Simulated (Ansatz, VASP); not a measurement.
One calculation of Pb, two programs

```
CELL_PARAMETERS angstrom
3.08277 0.00000 0.00000
0.00000 3.08277 0.00000
0.00000 0.00000 3.08277
ATOMIC_POSITIONS crystal
Pb 0.00000 0.00000 0.00000
```

Change from the starting cell: volume scaled by 0.85, PAW files.

Alike in both runs: task single point; functional PBE; k mesh 12 × 12 × 12; occupations fermi-dirac, width 0.05 eV; no spin polarisation.

|  | VASP | Ansatz |
| --- | --- | --- |
| version | VASP 6.6.1 | Ansatz 0.2.0 |
| potentials or method | VASP PAW PBE potentials, release 64 (Pb_d) | PAW with Ansatz's default frozen-core files, scalar-relativistic |
| plane-wave cutoff (eV) | 520 | 420 |
| valence electrons in the cell | 14 | 14 |

```csv
,VASP,Ansatz,Ansatz less VASP
pressure (GPa),8.5,8.6,+0.06
```

With one functional, cell and mesh, what is left measures potentials, basis and numerics.

The runs have no spin-orbit coupling, so splittings on Pb are missing.
